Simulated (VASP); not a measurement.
# Sr (Im-3m) in VASP: settings compared, part 2 of 2

VASP 6.6.1. The steps go on from the part before.

## (3) Electric field gradients, PBE

Contents of INCAR:

```
SYSTEM = Sr
PREC     = Accurate       ! precision mode
ENCUT    = 520            ! plane-wave cutoff, eV
EDIFF    = 1E-8           ! SCF threshold, eV
ISMEAR   = -1             ! smearing method
SIGMA    = 0.05           ! smearing width, eV
LREAL    = .False.        ! projectors in reciprocal space
LASPH    = .True.         ! aspherical terms in the spheres
NELM     = 60             ! most SCF steps
ALGO     = Normal         ! electronic algorithm
ISIF     = 2              ! what is computed and relaxed
LWAVE    = .False.        ! write WAVECAR
LCHARG   = .False.        ! write CHGCAR
GGA      = PE             ! functional
LEFG     = .True.       
NBANDS   = 11             ! bands
```

Contents of KPOINTS:

```
regular mesh
0
Gamma
  14 14 14
  0 0 0
```

Contents of POSCAR:

```
Sr
1.0
   -2.4250000000      2.4250000000      2.4250000000
    2.4250000000     -2.4250000000      2.4250000000
    2.4250000000      2.4250000000     -2.4250000000
Sr
1
Direct
    0.0000000000      0.0000000000      0.0000000000
```

Potentials or basis: VASP PAW PBE potentials, release 64 (Sr_sv).

Launch:

```bash
$ cat potpaw_PBE.64/Sr_sv/POTCAR > POTCAR
$ mpirun -np 1 vasp_std > vasp.out
```

OUTCAR:

```text
SYSTEM = Sr
   PREC = Accurate
   ENCUT = 520
   EDIFF = 1E-8
   ISMEAR = -1
   LREAL = .False.
   LASPH = .True.
   NELM = 60
   ISIF = 2
   GGA = PE

 ion  position               nearest neighbor table
   1  0.000  0.000  0.000-

  LATTYP: Found a body centered cubic cell.
 ALAT       =     4.8500000000

  Lattice vectors:

 A1 = (  -2.4250000000,   2.4250000000,   2.4250000000)
 A2 = (   2.4250000000,  -2.4250000000,   2.4250000000)
 A3 = (   2.4250000000,   2.4250000000,  -2.4250000000)

Analysis of symmetry for initial positions (statically):
=====================================================================
 Subroutine PRICEL returns:
 Original cell was already a primitive cell.

 Routine SETGRP: Setting up the symmetry group for a
 body centered cubic supercell.

 Subroutine GETGRP returns: Found 48 space group operations
 (whereof 48 operations were pure point group operations)
 out of a pool of 48 trial point group operations.

The static configuration has the point symmetry O_h .

Analysis of symmetry for dynamics (positions and initial velocities):
=====================================================================
 Subroutine PRICEL returns:
 Original cell was already a primitive cell.

 Routine SETGRP: Setting up the symmetry group for a
 body centered cubic supercell.

 Subroutine GETGRP returns: Found 48 space group operations
 (whereof 48 operations were pure point group operations)
 out of a pool of 48 trial point group operations.

The dynamic configuration has the point symmetry O_h .

 Subroutine INISYM returns: Found 48 space group operations
 (whereof 48 operations are pure point group operations),
 and found     1 'primitive' translations

----------------------------------------------------------------------------------------

                                     Primitive cell

  volume of cell :      57.0421

  direct lattice vectors                    reciprocal lattice vectors
    -2.425000000  2.425000000  2.425000000     0.000000000  0.206185567  0.206185567
     2.425000000 -2.425000000  2.425000000     0.206185567  0.000000000  0.206185567
     2.425000000  2.425000000 -2.425000000     0.206185567  0.206185567  0.000000000

  length of vectors
     4.200223208  4.200223208  4.200223208     0.291590425  0.291590425  0.291590425

  position of ions in fractional coordinates (direct lattice)
     0.000000000  0.000000000  0.000000000

  ion indices of the primitive-cell ions
   primitive index   ion index
                 1           1

----------------------------------------------------------------------------------------

 KPOINTS: regular mesh

Automatic generation of k-mesh.
 Grid dimensions read from file:
 generate k-points for:   14   14   14

 Generating k-lattice:

  Cartesian coordinates                     Fractional coordinates (reciprocal lattice)
     0.000000000  0.014727541  0.014727541     0.071428571  0.000000000  0.000000000
[... 71 lines left out ...]
   NUPDOWN=      -1.0000    fix difference up-down
   EMIN   =  10.00;   EMAX   =-10.00  energy-range for DOS
   EFERMI =   0.00;   METHOD = LEGACY
   ISMEAR =    -1;   SIGMA  =   0.05  broadening in eV -4-tet -1-fermi 0-gaus
   EFERMI_NEDOS =   21; number of points for ismear=-14 and -15
   IALGO  =     38    algorithm
   IMIX   =      4    mixing-type and parameters
     AMIX     =   0.40;   BMIX     =  1.00
     AMIX_MAG =   1.60;   BMIX_MAG =  1.00
  volume/ion in A,a.u.               =      57.04       384.94
  Fermi-wavevector in a.u.,A,eV,Ry     =   0.916241  1.731445 11.422060  0.839498
  Thomas-Fermi vector in A             =   2.041074
   LORBIT       =      0    0 simple, 1 ext, 2 COOP (PROOUT), +10 PAW based schemes
   GGA     = PE    functional components
   LHFCALC =     F    Hartree Fock is set to
   AEXX    =    0.0000 exact exchange contribution
   IVDW    =     0    specifies the selected vdW correction
   LEPSILON=     F    determine dielectric tensor
   LRPA    =     F    only Hartree local field effects (RPA)
 non-spin polarized calculation
  energy-cutoff  :      520.00
  volume of cell :       57.04
 maximum number of plane-waves:      1566
   NGX = 15   NGY = 15   NGZ = 15

 number of electron      10.0000000 magnetization

 Free energy of the ion-electron system (eV)
  ---------------------------------------------------
  ext. energy  EPLUGINS =         0.00000000
  ---------------------------------------------------
  free energy    TOTEN  =        -1.63092906 eV

  energy without entropy =       -1.62018342  energy(sigma->0) =       -1.62555624

 E-fermi :   1.4765     XC(G=0):  -7.2386

 val. band max:        1.4536468918   @ k =   0.5000   0.5000   0.2857
 cond. band min:       1.4786530738   @ k =   0.5000   0.5000   0.3571
 fundamental gap:      0.0250061820
 Fermi energy:         1.4765205662

 k-point     1 :       0.0000    0.0000    0.0000
  band No.  band energies     occupation
      1     -35.2257      2.00000
      2     -17.1176      2.00000
      3     -17.1176      2.00000
      4     -17.1176      2.00000
      5      -2.1218      2.00000
      6       3.7931      0.00000
      7       3.7931      0.00000
      8       3.7931      0.00000
      9       5.0720      0.00000
     10       5.0720      0.00000
     11       9.4015      0.00000
[... 309 lines left out ...]
 k-point    24 :       0.3571    0.2857    0.0000
  band No.  band energies     occupation
      1     -35.2114      2.00000
      2     -17.2499      2.00000
      3     -17.2234      2.00000
      4     -17.1390      2.00000
      5       1.4121      1.56752
      6       1.6379      0.07628
      7       1.9694      0.00010
      8       5.0505      0.00000
      9       5.3483      0.00000
     10       5.6019      0.00000
     11       7.3471      0.00000

 [... further k-points ...]

------------------------ aborting loop because EDIFF is reached ----------------------------------------

  FORCE on cell =-STRESS in cart. coord.  units (eV):
  Direction    XX          YY          ZZ          XY          YZ          ZX
  --------------------------------------------------------------------------------------
  -------------------------------------------------------------------------------------
  Total       -0.2060060     -0.2060060     -0.2060060     -0.0000000     -0.0000000      0.0000000
  in kB       -5.7862248     -5.7862248     -5.7862248     -0.0000000     -0.0000000      0.0000000
  external PRESSURE =      -5.7862248 kB  Pullay stress =       0.0000000 kB

 VOLUME and BASIS-vectors are now :
 -----------------------------------------------------------------------------
  energy-cutoff  :      520.00
  volume of cell :       57.04
      direct lattice vectors                 reciprocal lattice vectors
    -2.425000000  2.425000000  2.425000000     0.000000000  0.206185567  0.206185567
     2.425000000 -2.425000000  2.425000000     0.206185567  0.000000000  0.206185567
     2.425000000  2.425000000 -2.425000000     0.206185567  0.206185567  0.000000000

 POSITION                                       TOTAL-FORCE (eV/Angst)
 -----------------------------------------------------------------------------------
      0.00000      0.00000      0.00000         0.000000     -0.000000     -0.000000
 -----------------------------------------------------------------------------------
    total drift:                               -0.000000      0.000000      0.000000

  FREE ENERGIE OF THE ION-ELECTRON SYSTEM (eV)
  ---------------------------------------------------
  free  energy   TOTEN  =        -1.6309290594 eV

  energy  without entropy=       -1.6201834160  energy(sigma->0) =       -1.62555624

 Electric field gradients (V/A^2)
---------------------------------------------------------------------
 ion       V_xx      V_yy      V_zz      V_xy      V_xz      V_yz
---------------------------------------------------------------------
   1       0.000     0.000    -0.000    -0.000    -0.000    -0.000
---------------------------------------------------------------------

 Electric field gradients after diagonalization (V/A^2)
 (convention: |V_zz| > |V_xx| > |V_yy|)
----------------------------------------------------------------------
 ion       V_xx      V_yy      V_zz     asymmetry (V_yy - V_xx)/ V_zz
----------------------------------------------------------------------
   1       0.000     0.000    -0.000       0.000
----------------------------------------------------------------------

           NMR quadrupolar parameters

 Cq : quadrupolar parameter    Cq=e*Q*V_zz/h
 eta: asymmetry parameters     (V_yy - V_xx)/ V_zz
 Q  : nuclear electric quadrupole moment in mb (millibarn)
----------------------------------------------------------------------
 ion       Cq(MHz)       eta       Q (mb)
----------------------------------------------------------------------
   1      -0.000       0.000       1.000
----------------------------------------------------------------------
```

Wall time 40 s (1 thread of Intel Xeon Platinum 8488C (Sapphire Rapids), shared host); peak memory 0.21 GiB.

What came out:

```yaml
Free_energy: -1.6309 eV
Pressure: -0.6 GPa
Band_gap_on_the_k_mesh: none (metal or under the smearing width)
```

Levels at points of the mesh, in eV from the Fermi level:
```csv
k point,band 1,band 2,band 3,band 4,band 5,band 6,band 7,band 8,band 9,band 10
"(0.00, 0.00, 0.00)",-36.70,-18.59,-18.59,-18.59,-3.60,2.32,2.32,2.32,3.60,3.60
"(0.50, 0.00, 0.00)",-36.69,-18.77,-18.65,-18.59,-0.99,0.16,1.20,3.40,4.06,5.22
"(0.50, 0.50, 0.50)",-36.68,-18.72,-18.72,-18.72,-0.10,-0.10,3.46,3.46,3.46,4.84
```

Electric field gradients, principal values (V/Å²):
```csv
atom,Vxx,Vyy,Vzz
1 Sr,0.000,0.000,0.000
```

## (4) Electric field gradients, LDA

Contents of INCAR:

```
ALGO = Normal
EDIFF = 1E-8
ENCUT = 520
ISIF = 2
ISMEAR = -1
LASPH = T
LCHARG = F
LEFG = T
LREAL = F
LWAVE = F
NBANDS = 11
NELM = 100
PREC = Accurate
SIGMA = 0.05
```

Contents of KPOINTS:

```
k-points
0
Gamma
  10 10 10
```

POSCAR is that of step 3.

Potentials or basis: VASP PAW LDA potentials, release 64 (Sr_sv).

Launch:

```bash
$ cat potpaw_LDA.64/Sr_sv/POTCAR > POTCAR
$ mpirun -np 1 vasp_std > vasp.out
```

OUTCAR:

```text
EDIFF = 1E-8
   ENCUT = 520
   ISIF = 2
   ISMEAR = -1
   LASPH = T
   LREAL = F
   NELM = 100
   PREC = Accurate

 ion  position               nearest neighbor table
   1  0.000  0.000  0.000-

  LATTYP: Found a body centered cubic cell.
 ALAT       =     4.8500000000

  Lattice vectors:

 A1 = (  -2.4250000000,   2.4250000000,   2.4250000000)
 A2 = (   2.4250000000,  -2.4250000000,   2.4250000000)
 A3 = (   2.4250000000,   2.4250000000,  -2.4250000000)

Analysis of symmetry for initial positions (statically):
=====================================================================
 Subroutine PRICEL returns:
 Original cell was already a primitive cell.

 Routine SETGRP: Setting up the symmetry group for a
 body centered cubic supercell.

 Subroutine GETGRP returns: Found 48 space group operations
 (whereof 48 operations were pure point group operations)
 out of a pool of 48 trial point group operations.

The static configuration has the point symmetry O_h .

Analysis of symmetry for dynamics (positions and initial velocities):
=====================================================================
 Subroutine PRICEL returns:
 Original cell was already a primitive cell.

 Routine SETGRP: Setting up the symmetry group for a
 body centered cubic supercell.

 Subroutine GETGRP returns: Found 48 space group operations
 (whereof 48 operations were pure point group operations)
 out of a pool of 48 trial point group operations.

The dynamic configuration has the point symmetry O_h .

 Subroutine INISYM returns: Found 48 space group operations
[... 157 lines left out ...]
      6       3.5120      0.00000
      7       3.5120      0.00000
      8       3.5120      0.00000
      9       4.8146      0.00000
     10       4.8146      0.00000
     11       9.3075      0.00000
[... 309 lines left out ...]
 k-point    24 :      -0.3000    0.3000    0.1000
  band No.  band energies     occupation
      1     -35.2216      2.00000
      2     -17.3341      2.00000
      3     -17.2643      2.00000
      4     -17.2318      2.00000
      5      -0.8060      2.00000
      6       2.3882      0.00000
      7       2.8590      0.00000
      8       4.0667      0.00000
      9       4.8254      0.00000
     10       5.1787      0.00000
     11       7.8444      0.00000

 [... further k-points ...]

------------------------ aborting loop because EDIFF is reached ----------------------------------------

  FORCE on cell =-STRESS in cart. coord.  units (eV):
  Direction    XX          YY          ZZ          XY          YZ          ZX
  --------------------------------------------------------------------------------------
  -------------------------------------------------------------------------------------
  Total       -0.6606270     -0.6606270     -0.6606270      0.0000000      0.0000000      0.0000000
  in kB      -18.5554569    -18.5554569    -18.5554569      0.0000000      0.0000000      0.0000000
  external PRESSURE =     -18.5554569 kB  Pullay stress =       0.0000000 kB

 VOLUME and BASIS-vectors are now :
 -----------------------------------------------------------------------------
  energy-cutoff  :      520.00
  volume of cell :       57.04
      direct lattice vectors                 reciprocal lattice vectors
    -2.425000000  2.425000000  2.425000000     0.000000000  0.206185567  0.206185567
     2.425000000 -2.425000000  2.425000000     0.206185567  0.000000000  0.206185567
     2.425000000  2.425000000 -2.425000000     0.206185567  0.206185567  0.000000000

 POSITION                                       TOTAL-FORCE (eV/Angst)
 -----------------------------------------------------------------------------------
      0.00000      0.00000      0.00000         0.000000     -0.000000      0.000000
 -----------------------------------------------------------------------------------
    total drift:                                0.000000      0.000000     -0.000000

  FREE ENERGIE OF THE ION-ELECTRON SYSTEM (eV)
  ---------------------------------------------------
  free  energy   TOTEN  =        -1.8438671166 eV

  energy  without entropy=       -1.8343933504  energy(sigma->0) =       -1.83913023

 Electric field gradients (V/A^2)
---------------------------------------------------------------------
 ion       V_xx      V_yy      V_zz      V_xy      V_xz      V_yz
---------------------------------------------------------------------
   1      -0.000    -0.000     0.000    -0.000    -0.000    -0.000
---------------------------------------------------------------------

 Electric field gradients after diagonalization (V/A^2)
 (convention: |V_zz| > |V_xx| > |V_yy|)
----------------------------------------------------------------------
 ion       V_xx      V_yy      V_zz     asymmetry (V_yy - V_xx)/ V_zz
----------------------------------------------------------------------
   1       0.000     0.000    -0.000       0.000
----------------------------------------------------------------------

           NMR quadrupolar parameters

 Cq : quadrupolar parameter    Cq=e*Q*V_zz/h
 eta: asymmetry parameters     (V_yy - V_xx)/ V_zz
 Q  : nuclear electric quadrupole moment in mb (millibarn)
----------------------------------------------------------------------
 ion       Cq(MHz)       eta       Q (mb)
----------------------------------------------------------------------
   1      -0.000       0.000       1.000
----------------------------------------------------------------------
```

OSZICAR:

```text
N       E                     dE             d eps       ncg     rms          rms(c)
DAV:   1     0.341775133060E+02    0.34178E+02   -0.47656E+03  1034   0.780E+02
DAV:   2    -0.206421056467E+00   -0.34384E+02   -0.33874E+02  1215   0.154E+02
DAV:   3    -0.179140019000E+01   -0.15850E+01   -0.15678E+01  1557   0.231E+01
DAV:   4    -0.184280818125E+01   -0.51408E-01   -0.51326E-01  1346   0.399E+00
DAV:   5    -0.184423237784E+01   -0.14242E-02   -0.14241E-02  1470   0.462E-01    0.104E+01
DAV:   6    -0.184399496197E+01    0.23742E-03   -0.63455E-03  1250   0.955E-01    0.579E+00
DAV:   7    -0.184386200811E+01    0.13295E-03   -0.10571E-02  1146   0.120E+00    0.286E-01
DAV:   8    -0.184384030314E+01    0.21705E-04   -0.15004E-03  1657   0.214E-01    0.629E-02
DAV:   9    -0.184385817995E+01   -0.17877E-04   -0.11938E-05  1226   0.326E-02    0.299E-02
DAV:  10    -0.184386675039E+01   -0.85704E-05   -0.44764E-06  1413   0.186E-02    0.759E-03
DAV:  11    -0.184386712726E+01   -0.37687E-06   -0.62082E-07  1276   0.697E-03    0.720E-03
DAV:  12    -0.184386711723E+01    0.10038E-07   -0.66768E-08  1408   0.224E-03    0.248E-03
DAV:  13    -0.184386711658E+01    0.64256E-09   -0.74941E-09   899   0.639E-04
   1 F= -.18438671E+01 E0= -.18391302E+01  d E =-.947377E-02
```

Run time: 21 s. Hardware: 1 thread of Intel Xeon Platinum 8259CL at 2.50GHz (Skylake/Cascade Lake), shared host; peak memory 0.17 GiB.

Results:

| Quantity | Value |
| --- | --- |
| Free energy | -1.8439 eV |
| Pressure | -1.9 GPa |
| Band gap on the k mesh | none (metal or under the smearing width) |

Electric field gradients, principal values (V/Å²):
| atom | Vxx | Vyy | Vzz |
| --- | --- | --- | --- |
| 1 Sr | 0.000 | 0.000 | 0.000 |

## (5) Summary

| level | potentials or basis | k mesh | mesh quality | gap on the mesh (eV) | pressure (GPa) |
| --- | --- | --- | --- | --- | --- |
| PBE | VASP PAW PBE potentials, release 64 (Sr_sv) | 5 × 5 × 5 | coarse | none | -0.6 |
| PBE | VASP PAW PBE potentials, release 64 (Sr_sv) | 14 × 14 × 14 | not flagged | none | -0.6 |
| LDA | VASP PAW LDA potentials, release 64 (Sr_sv) | 10 × 10 × 10 | not flagged | none | -1.9 |

Alike in all rows: task electric field gradients; no spin polarisation; cell as given; cutoff (eV) 520; smearing fermi-dirac 0.05 eV.

Caveats: some runs use coarse meshes.

Absolute energies hang on the potentials; compare differences alone.
